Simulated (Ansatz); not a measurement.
# Honeycomb SnTe monolayer in a perpendicular field

Aim: how the honeycomb SnTe monolayer screens a field along its normal, and what the field does to its bands. A positive field points along +c.

Main program and level: Ansatz 0.2.0; plane-wave DFT, PBE-D3(BJ), Ansatz PAW (set soft_1); PAW set soft_1.

### 1. The structure

The cell holds 2 atoms: 1 Te and 1 Sn. Cell: a = 4.180 Å, b = 4.180 Å, c = 34.390 Å, α = 90.0°, β = 90.0°, γ = 120.0°. Vacuum lies along c.

As a file:

```cif
data_structure
_symmetry_space_group_name_H-M 'P 1'
_symmetry_Int_Tables_number 1
_cell_length_a 4.1800
_cell_length_b 4.1800
_cell_length_c 34.3900
_cell_angle_alpha 90.000
_cell_angle_beta 90.000
_cell_angle_gamma 120.000
_cell_volume 520.37
loop_
_atom_site_label
_atom_site_type_symbol
_atom_site_fract_x
_atom_site_fract_y
_atom_site_fract_z
_atom_site_occupancy
Te1 Te 0.66667 0.33333 0.47543 1
Sn2 Sn 0.33333 0.66667 0.52457 1
```

### 2. Relaxing the slab

The starting cell is a guess, so the in-plane lattice and the atoms are relaxed first, with the slab cut off from its images along the normal.

Contents of input.yaml:

```yaml
crystal:
  lattice:
    - [4.18, 0.0, 0.0]
    - [-2.09, 3.6199861878, 0.0]
    - [0.0, 0.0, 34.3900000011]
  atoms:
    - { symbol: Te, position: [0.6666666667, 0.3333333333, 0.4754289037] }
    - { symbol: Sn, position: [0.3333333333, 0.6666666667, 0.5245710963] }
  periodic: [true, true, false]
kpoints:
  mp_grid: { grid: [12, 12, 1] }
hamiltonian:
  xc: pbe
  dispersion: d3bj
  pseudopotentials: { kind: paw, azcp: { folder: soft_1 } }
scf:
  occupations: { method: fermi_dirac, width: 0.05 }
  convergence: { dr2_threshold: 1.0e-09 }
relax:
  f_tol: 0.004
  max_steps: 90
  cell: {}
output:
  write_potential: true
  write_density: true
  volumetric_format: npy
```

Run with:

```sh
> ansatz run input.yaml --threads 2 --pin off --max-ram 3072MiB --backend cpu --events-out ev --progress --plain --runs-dir out
```

Numbers of over 12 decimals in the logs are rounded to 6 here.

The program printed:

```text
Warning: relax.cell: scf.convergence.dr2_threshold = 1e-9 eV is looser than the 1.46352778893e-10 eV advised for a relaxation that steers and ends on the stress (1e-10 eV for each atom of the cell: 2, times the square of relax.cell.stress_2d_tol = 0.05 N/m over 11.7 Å (the atoms' height at the walk's start and 5 Å past either face), 4.277e-2 GPa, over a crystal's default 0.05). What an SCF threshold leaves in a stress goes as its square root, and in the free energy as the threshold itself, and one threshold admits the most on a small cell: [figures from the program's tests cut] Set scf.convergence.dr2_threshold to 1.46352778893e-10 eV or tighter. [rest of the remark cut]
Engine: ansatz 0.2.0, aarch64-unknown-linux-gnu
Pseudopotentials: kind: paw
Pseudopotential: Te, paw, valence charge 16, recommended cutoff 420 eV (normal), soft_1/Te.paw.azcp
Pseudopotential: Sn, paw, valence charge 14, recommended cutoff 420 eV (normal), soft_1/Sn.paw.azcp
Functional definition: PBE
  parameter kappa = 0.804
  parameter beta = 0.066725
  exchange = pbe_x(kappa = kappa, mu = beta*pi^2/3)
  correlation = pbe_c(beta = beta)
Crystal: 2 atoms, lattice volume = 520.374 Å³
Basis set: ecut = 420 eV, 10033 PW (Γ), exchange–correlation on 60×60×480 points (8 copies of the dense FFT grid, shifted against one another)
Bands: 19, of which v1, the nominal top of the filled ones, is band 15 counted from 1 (14 counted from 0)
Symmetry: 6 space group operations
Space group: P3m1 (ITA 156), of the structure as read, at distance tolerance 8.0e-5 Å
k-points: 19 of 144 (time reversal used)
Non-local potential: Te, projectors of the file, l = 0: 2, l = 1: 2, l = 2: 2, l = 3: 1
Non-local potential: Sn, projectors of the file, l = 0: 2, l = 1: 2, l = 2: 2, l = 3: 1
PAW form: soft (Blöchl's): semilocal exchange-correlation on the pseudo side does not see the compensation charge
PAW one-centre angular grid: Te, 590 points (default); XC on 64 Gauss nodes
PAW one-centre angular grid: Sn, 590 points (default); XC on 64 Gauss nodes
Initial density: superposition of atomic densities (neutral atoms: chi_scale 0, normalization atom)
Initial wavefunctions: pseudopotential atomic-orbital guess
Functional: x = pbe(κ = 0.804, μ = 0.219515), c = pbe(β = 0.066725)
iter 1 solved again at ethr=1.97e-3 eV; its pass at ethr=3.10e-3 eV (dr2=5.92e-1 eV) is discarded
SCF iter   1: F=—  HF=-13005.190489 eV  |F-HF|=—  |Δ(HF+E_count)|=         —  Δρ=6.65e-3  dr2=5.89e-1  ethr=1.97e-3  ⟨swp⟩=1.1  Hψ=3501  notcnv=0
preconditioner: auto → Resta (q_TF=auto, 1.696 Å⁻¹)  ε∞=1.4  [insulator: Δε(μ)=2.105 eV  Ē_g=8.135 eV  σ=0.050 eV  W_gap=1.00  n_scr=18 (ndim 8)  ℏωp=5.1 eV  f_vac=0.810  D(μ)=0.00/eV (n_scr^D=0)  ε∞_Penn≈1.4  vacuum switching on, ρ_ref=4.8e-3 e/Å³]
SCF iter   2: F=—  HF=-13005.261677 eV  |F-HF|=—  |Δ(HF+E_count)|=   7.12e-2  Δρ=5.51e-3  dr2=1.44e0  ethr=1.96e-3  ⟨swp⟩=5.1  Hψ=1103  notcnv=0  recentre
SCF iter   3: F=—  HF=-13005.131719 eV  |F-HF|=—  |Δ(HF+E_count)|=   1.30e-1  Δρ=4.04e-3  dr2=2.32e-1  ethr=1.96e-3  ⟨swp⟩=4.4  Hψ=1017  notcnv=0
SCF iter   4: F=—  HF=-13005.103759 eV  |F-HF|=—  |Δ(HF+E_count)|=   2.80e-2  Δρ=1.40e-3  dr2=8.93e-3  ethr=7.74e-4  ⟨swp⟩=3.1  Hψ=810  notcnv=0
SCF iter   5: F=—  HF=-13005.104814 eV  |F-HF|=—  |Δ(HF+E_count)|=   1.06e-3  Δρ=3.18e-4  dr2=1.14e-3  ethr=2.98e-5  ⟨swp⟩=3.7  Hψ=818  notcnv=0
SCF iter   6: F=—  HF=-13005.104727 eV  |F-HF|=—  |Δ(HF+E_count)|=   8.73e-5  Δρ=9.09e-5  dr2=2.41e-5  ethr=3.81e-6  ⟨swp⟩=2.1  Hψ=437  notcnv=0
SCF iter   7: F=—  HF=-13005.104727 eV  |F-HF|=—  |Δ(HF+E_count)|=   1.81e-7  Δρ=2.43e-5  dr2=2.23e-6  ethr=8.04e-8  ⟨swp⟩=3.3  Hψ=689  notcnv=0
SCF iter   8: F=—  HF=-13005.104675 eV  |F-HF|=—  |Δ(HF+E_count)|=   5.22e-5  Δρ=5.66e-6  dr2=1.50e-7  ethr=7.44e-9  ⟨swp⟩=2.8  Hψ=696  notcnv=0
SCF iter   9: F=—  HF=-13005.104675 eV  |F-HF|=—  |Δ(HF+E_count)|=   1.90e-7  Δρ=3.24e-6  dr2=5.84e-8  ethr=5.00e-10  ⟨swp⟩=2.8  Hψ=719  notcnv=0
SCF iter  10: F=—  HF=-13005.104675 eV  |F-HF|=—  |Δ(HF+E_count)|=   2.06e-8  Δρ=7.04e-7  dr2=7.95e-9  ethr=1.95e-10  ⟨swp⟩=3.1  Hψ=862  notcnv=0
SCF iter  11: F=-13005.104675 eV  HF=-13005.104675 eV  |F-HF|=2.36e-10  |Δ(HF+E_count)|=  5.95e-10  Δρ=2.33e-7  dr2=2.59e-10  ethr=3.33e-12  ⟨swp⟩=10.0  Hψ=2527  notcnv=0
SCF 1 converged in 11 iterations: F = -13005.104675 eV  dr2 = 2.59e-10
  greatest PAW one-centre occupation: 0.998 electrons in one spin orbital (limit 2), on the Te atom at site 0 (counted from 0), in its partial waves of l = 2
relax step   1: F+E_penalty+E_count = -13005.10467485 eV  Δ(F+E_penalty+E_count) = +0.000e0 eV  max|allowed force component| = 4.023e-2 eV/Å  Δτ_max = 0.0000 Å  P = -0.449 N/m  Ω = 520.374 Å³  fix = [c, alpha, beta]  reactions: c -0.000 N/m  (11 SCF iters, accepted)
Crystal: 2 atoms, lattice volume = 514.854 Å³
Basis set: ecut = 420 eV, 9925 PW (Γ), exchange–correlation on 60×60×480 points (8 copies of the dense FFT grid, shifted against one another)
Initial density: handed on by an earlier stage of this run
Initial wavefunctions: those handed on with the density
iter 1 solved again at ethr=1.82e-6 eV; its pass at ethr=3.10e-3 eV (dr2=5.47e-4 eV) is discarded
SCF iter   1: F=—  HF=-13005.108387 eV  |F-HF|=—  |Δ(HF+E_count)|=         —  Δρ=1.10e-4  dr2=5.52e-4  ethr=1.82e-6  ⟨swp⟩=3.8  Hψ=2775  notcnv=0
preconditioner: auto → Resta (q_TF=auto, 1.699 Å⁻¹)  ε∞=1.4  [insulator: Δε(μ)=1.863 eV  Ē_g=7.950 eV  σ=0.050 eV  W_gap=1.00  n_scr=18 (ndim 8)  ℏωp=5.2 eV  f_vac=0.817  D(μ)=0.00/eV (n_scr^D=0)  ε∞_Penn≈1.4  vacuum switching on, ρ_ref=4.6e-3 e/Å³]
SCF iter   2: F=—  HF=-13005.108567 eV  |F-HF|=—  |Δ(HF+E_count)|=   1.80e-4  Δρ=1.73e-4  dr2=2.08e-3  ethr=1.82e-6  ⟨swp⟩=2.8  Hψ=562  notcnv=0  recentre
SCF iter   3: F=—  HF=-13005.108328 eV  |F-HF|=—  |Δ(HF+E_count)|=   2.39e-4  Δρ=4.48e-5  dr2=1.81e-5  ethr=1.82e-6  ⟨swp⟩=2.3  Hψ=418  notcnv=0
SCF iter   4: F=—  HF=-13005.108329 eV  |F-HF|=—  |Δ(HF+E_count)|=   3.56e-7  Δρ=1.64e-5  dr2=1.75e-6  ethr=6.02e-8  ⟨swp⟩=3.9  Hψ=730  notcnv=0
SCF iter   5: F=—  HF=-13005.108269 eV  |F-HF|=—  |Δ(HF+E_count)|=   5.94e-5  Δρ=7.58e-6  dr2=2.77e-7  ethr=5.83e-9  ⟨swp⟩=2.8  Hψ=680  notcnv=0
SCF iter   6: F=—  HF=-13005.108269 eV  |F-HF|=—  |Δ(HF+E_count)|=   4.27e-8  Δρ=3.23e-6  dr2=7.39e-8  ethr=9.22e-10  ⟨swp⟩=2.7  Hψ=696  notcnv=0
SCF iter   7: F=—  HF=-13005.108269 eV  |F-HF|=—  |Δ(HF+E_count)|=   1.93e-8  Δρ=7.13e-7  dr2=3.54e-9  ethr=2.46e-10  ⟨swp⟩=3.1  Hψ=781  notcnv=0
SCF iter   8: F=-13005.108269 eV  HF=-13005.108269 eV  |F-HF|=1.13e-10  |Δ(HF+E_count)|=  5.86e-10  Δρ=1.58e-7  dr2=1.56e-10  ethr=3.33e-12  ⟨swp⟩=11.5  Hψ=2517  notcnv=0
SCF 2 converged in 8 iterations: F = -13005.108269 eV  dr2 = 1.56e-10
relax step   2: F+E_penalty+E_count = -13005.10826921 eV  Δ(F+E_penalty+E_count) = -3.594e-3 eV  max|allowed force component| = 2.711e-2 eV/Å  Δτ_max = 0.0001 Å  P = -0.250 N/m  Ω = 514.854 Å³  energy of the carried Pulay correction = +7.881e-5 eV  fix = [c, alpha, beta]  reactions: c -0.000 N/m  (8 SCF iters, accepted)
Crystal: 2 atoms, lattice volume = 500.953 Å³
Basis set: ecut = 420 eV, 9715 PW (Γ), exchange–correlation on 60×60×480 points (8 copies of the dense FFT grid, shifted against one another)
iter 1 solved again at ethr=4.74e-6 eV; its pass at ethr=3.10e-3 eV (dr2=1.42e-3 eV) is discarded
SCF iter   1: F=—  HF=-13005.110485 eV  |F-HF|=—  |Δ(HF+E_count)|=         —  Δρ=3.77e-4  dr2=1.61e-3  ethr=4.74e-6  ⟨swp⟩=3.4  Hψ=3141  notcnv=0
preconditioner: auto → Resta (q_TF=auto, 1.707 Å⁻¹)  ε∞=1.4  [insulator: Δε(μ)=1.697 eV  Ē_g=7.986 eV  σ=0.050 eV  W_gap=1.00  n_scr=18 (ndim 8)  ℏωp=5.2 eV  f_vac=0.815  D(μ)=0.00/eV (n_scr^D=0)  ε∞_Penn≈1.4  vacuum switching on, ρ_ref=4.6e-3 e/Å³]
SCF iter   2: F=—  HF=-13005.110058 eV  |F-HF|=—  |Δ(HF+E_count)|=   4.27e-4  Δρ=2.14e-4  dr2=4.78e-4  ethr=4.74e-6  ⟨swp⟩=2.2  Hψ=543  notcnv=0
SCF iter   3: F=—  HF=-13005.110169 eV  |F-HF|=—  |Δ(HF+E_count)|=   1.12e-4  Δρ=1.68e-4  dr2=1.50e-3  ethr=1.59e-6  ⟨swp⟩=3.5  Hψ=602  notcnv=0  recentre
SCF iter   4: F=—  HF=-13005.110007 eV  |F-HF|=—  |Δ(HF+E_count)|=   1.63e-4  Δρ=7.85e-5  dr2=4.57e-5  ethr=1.59e-6  ⟨swp⟩=2.1  Hψ=408  notcnv=0
SCF iter   5: F=—  HF=-13005.110003 eV  |F-HF|=—  |Δ(HF+E_count)|=   3.95e-6  Δρ=1.63e-5  dr2=1.35e-6  ethr=1.52e-7  ⟨swp⟩=2.8  Hψ=529  notcnv=0
SCF iter   6: F=—  HF=-13005.109946 eV  |F-HF|=—  |Δ(HF+E_count)|=   5.62e-5  Δρ=4.28e-6  dr2=1.53e-7  ethr=4.49e-9  ⟨swp⟩=3.7  Hψ=794  notcnv=0
SCF iter   7: F=—  HF=-13005.109946 eV  |F-HF|=—  |Δ(HF+E_count)|=   6.70e-9  Δρ=1.75e-6  dr2=1.96e-8  ethr=5.11e-10  ⟨swp⟩=2.8  Hψ=576  notcnv=0
SCF iter   8: F=-13005.109946 eV  HF=-13005.109946 eV  |F-HF|=1.93e-10  |Δ(HF+E_count)|=   1.76e-9  Δρ=2.97e-7  dr2=3.91e-10  ethr=3.33e-12  ⟨swp⟩=10.2  Hψ=3020  notcnv=0
SCF 3 converged in 8 iterations: F = -13005.109946 eV  dr2 = 3.91e-10
relax step   3: F+E_penalty+E_count = -13005.10994644 eV  Δ(F+E_penalty+E_count) = -1.677e-3 eV  max|allowed force component| = 9.686e-2 eV/Å  Δτ_max = 0.0195 Å  P = +0.038 N/m  Ω = 500.953 Å³  energy of the carried Pulay correction = +2.837e-4 eV  fix = [c, alpha, beta]  reactions: c +0.000 N/m  (8 SCF iters, accepted)
[...]
relax step   4: F+E_penalty+E_count = -13005.11094246 eV  Δ(F+E_penalty+E_count) = -9.960e-4 eV  max|allowed force component| = 1.541e-2 eV/Å  Δτ_max = 0.0106 Å  P = +0.017 N/m  Ω = 504.948 Å³  energy of the carried Pulay correction = +2.238e-4 eV  fix = [c, alpha, beta]  reactions: c +0.000 N/m  (8 SCF iters, accepted)
[...]
relax step   5: F+E_penalty+E_count = -13005.11095585 eV  Δ(F+E_penalty+E_count) = -1.339e-5 eV  max|allowed force component| = 7.383e-4 eV/Å  Δτ_max = 0.0009 Å  P = -0.002 N/m  Ω = 505.097 Å³  energy of the carried Pulay correction = +2.216e-4 eV  fix = [c, alpha, beta]  reactions: c -0.000 N/m  (5 SCF iters, accepted)
Initial wavefunctions: pseudopotential atomic-orbital guess (no wavefunctions were taken with the density)
iter 1 solved again at ethr=1.50e-6 eV; its pass at ethr=3.10e-3 eV (dr2=4.51e-4 eV) is discarded
SCF iter   1: F=—  HF=-13005.110727 eV  |F-HF|=—  |Δ(HF+E_count)|=         —  Δρ=1.18e-5  dr2=2.81e-7  ethr=1.50e-6  ⟨swp⟩=5.4  Hψ=4339  notcnv=0
eigensolver tolerance schedule: the retry pair's looser diagonalisation over-reported the residual by 1607.02 of it (diagonalisation noise at 3.55 of the residual, at the tolerance the schedule requests for it); recorded, not acted on — ethr = c·dr2/N_el stays at c = 1.0e-1
preconditioner: auto → Resta (q_TF=auto, 1.704 Å⁻¹)  ε∞=1.4  [insulator: Δε(μ)=1.765 eV  Ē_g=7.987 eV  σ=0.050 eV  W_gap=1.00  n_scr=18 (ndim 8)  ℏωp=5.2 eV  f_vac=0.816  D(μ)=0.00/eV (n_scr^D=0)  ε∞_Penn≈1.4  vacuum switching on, ρ_ref=4.6e-3 e/Å³]
SCF iter   2: F=—  HF=-13005.110738 eV  |F-HF|=—  |Δ(HF+E_count)|=   1.10e-5  Δρ=4.94e-6  dr2=5.55e-8  ethr=9.36e-10  ⟨swp⟩=4.2  Hψ=979  notcnv=0
SCF iter   3: F=—  HF=-13005.110738 eV  |F-HF|=—  |Δ(HF+E_count)|=   2.38e-8  Δρ=2.50e-6  dr2=8.57e-8  ethr=1.85e-10  ⟨swp⟩=2.5  Hψ=659  notcnv=0
SCF iter   4: F=—  HF=-13005.110738 eV  |F-HF|=—  |Δ(HF+E_count)|=   7.23e-9  Δρ=1.59e-6  dr2=8.36e-8  ethr=1.85e-10  ⟨swp⟩=3.1  Hψ=534  notcnv=0
SCF iter   5: F=—  HF=-13005.110738 eV  |F-HF|=—  |Δ(HF+E_count)|=   5.77e-9  Δρ=8.19e-7  dr2=1.46e-8  ethr=1.85e-10  ⟨swp⟩=1.5  Hψ=374  notcnv=0
SCF iter   6: F=-13005.110738 eV  HF=-13005.110738 eV  |F-HF|=1.13e-10  |Δ(HF+E_count)|=  6.08e-10  Δρ=1.98e-7  dr2=4.82e-10  ethr=3.33e-12  ⟨swp⟩=14.6  Hψ=3083  notcnv=0
SCF 6 converged in 6 iterations: F = -13005.110738 eV  dr2 = 4.82e-10
relax step   6: F+E_penalty+E_count = -13005.11073834 eV  Δ(F+E_penalty+E_count) = +2.175e-4 eV  max|allowed force component| = 6.107e-4 eV/Å  Δτ_max = 0.0000 Å  P = -0.003 N/m  Ω = 505.097 Å³  fix = [c, alpha, beta]  reactions: c -0.000 N/m  stress off target by 2.61e-3 N/m on what of the cell is left free  SCF on the basis re-selected at this cell (its energy is not comparable with the rows above)  (6 SCF iters)
basis re-selected at this cell: Δ(F+E_penalty+E_count) = +2.175e-4 eV, ΔP = -0.000 N/m vs the last step (what re-selecting the basis moved, of the pressure what is left beyond the Pulay correction that the steps carried, after the strain that the cell walked since its last selection, with what the two solves' SCF thresholds leave and, on support functions, any second-order correction that the steps lacked; it is no m [...]
SCF converged after 6 iterations
Free energy (F): -13005.110738 eV
Harris-Foulkes:  -13005.110738 eV  (|F-HF|=1.13e-10)
Internal energy: -13005.110738 eV  (E = F + TS)
E sigma→0 (E₀):  -13005.110738 eV
Fermi energy:    -4.282137 eV
--- Per-component energies (eV) ---
  E_band       = -762.234614
  E_kinetic    = 337.941649
  E_local      = -44201.092447  (includes V_loc(G=0)·N_el)
  E_nonlocal   = 211.047403
  E_hartree    = 21894.412889
  E_xc         = -247.097221
  E_vxc        = -180.263096  (∫ρ·V_xc dr)
  E_paw        = -9040.024282  (= ΣΔE_a)
  E_vpaw       = -718.694318  (= ΣTr[D̂ρ^β])
  E_aug_tail   = 0.000389  (compensation charges beyond the density's cutoff)
  E_ewald      = 18040.139092
  E_disp       = -0.438210  (pairwise vdW)
  E_smearing   = -0.000000  (= −TS)
  E_closure    = 0.000000  (closes the sum)
  Σ components = -13005.110738   (vs F -13005.110738, Δ=0.00e0)
--- Forces (eV/Å), atoms counted from 1 ---
  atom   1  Te    -0.00000000     0.00000000     0.00060996
  atom   2  Sn     0.00000000    -0.00000000    -0.00061154
  max |Σ_I F_I| component: 1.58e-6 eV/Å
--- 2D stress c σ (N/m, compression-positive) ---
       -0.002605      -0.000000       0.000000
       -0.000000      -0.002605      -0.000000
        0.000000      -0.000000      -0.000000
  P = ½ c Tr σ = -0.0026 N/m
--- Band table (eV; the first three rows and the last of 19) ---
  k-point 0: bands = [... 11 lower, -10.8566, -5.6300, -5.1391, -5.1391, -2.9522, -1.3932, -1.3932, -0.5858]
  k-point 1: bands = [... 11 lower, -10.8377, -5.7758, -5.4921, -5.2580, -2.6097, -1.5853, -1.2957, -0.4807]
  k-point 2: bands = [... 11 lower, -10.8061, -6.6413, -5.5437, -5.4827, -2.7268, -1.4214, -1.1120, -0.2052]
  k-point 18: bands = [... 11 lower, -11.4430, -8.2115, -7.0268, -6.2193, -3.2948, -1.5478, -0.9720, 1.8314]
  the weakly bound empty levels are not read free of the cell's end (no_gap_told)
--- Relaxed structure (5 steps of the walk, 5 accepted, 1 SCFs on fresh bases) ---
  F+E_penalty+E_count = -13005.11073834 eV   max|allowed force component| = 6.107e-4 eV/Å   (the final SCF, on the basis selected at the relaxed cell)
  cell:  # Å, volume = 505.0965 Å³
    - [4.118184, -4.5752773879114874e-18, 0]
    - [-2.059092, 3.566452, 0]
    - [0, 0, 34.3900000011]
  atoms:
    - { symbol: Te, position: [0.666667, 0.333333, 0.475146] }
    - { symbol: Sn, position: [0.333333, 0.666667, 0.524854] }
```

Elapsed: 60 s, on 2 threads of Arm Neoverse V1, shared host; peak memory 0.67 GiB; 1.9 min of CPU time.

Step by step:

| step | energy less that of the first step (eV) | largest force component (eV/Å) | volume (Å³) |
| --- | --- | --- | --- |
| 1 | 0.0000 | 0.0402 | 520.37 |
| 2 | -0.0036 | 0.0271 | 514.85 |
| 3 | -0.0053 | 0.0969 | 500.95 |
| 4 | -0.0063 | 0.0154 | 504.95 |
| 5 | -0.0063 | 0.0007 | 505.10 |
| 6* | -0.0061 | 0.0006 | 505.10 |

Relaxation steps marked * repeat the geometry before them on a plane-wave basis chosen anew for their cell, so energy and pressure can jump there.

Forces are held to the 6 operations that the run works with; a distortion that breaks them can't arise in this run.

```csv
cell as run,before,after,change
a (Å),4.180,4.118,-1.5 %
b (Å),4.180,4.118,-1.5 %
```

Final coordinates:

```cif
data_structure
_symmetry_space_group_name_H-M 'P 1'
_symmetry_Int_Tables_number 1
_cell_length_a 4.1182
_cell_length_b 4.1182
_cell_length_c 34.3900
_cell_angle_alpha 90.000
_cell_angle_beta 90.000
_cell_angle_gamma 120.000
_cell_volume 505.10
loop_
_atom_site_label
_atom_site_type_symbol
_atom_site_fract_x
_atom_site_fract_y
_atom_site_fract_z
_atom_site_occupancy
Te1 Te 0.66667 0.33333 0.47515 1
Sn2 Sn 0.33333 0.66667 0.52485 1
```

The lattice constant a goes from 4.180 to 4.118 Å.

(Part 1 of 2 ends here.)

[Logs are printed without paths, hosts, clocks, repeated set-up lines and the standing remarks that a program may print on its own settings, such as how far it seeks lower states.]

[Hosts, paths, dates, database ids (printed as entryN), source tags and the programs' standing remarks are cut or masked in the printed files.]

[Maps of the electrostatic potential energy from Ansatz leave out the sawtooth potential of an applied field or a dipole correction, so their vacuum need not be flat; planar profiles and work functions include it.]
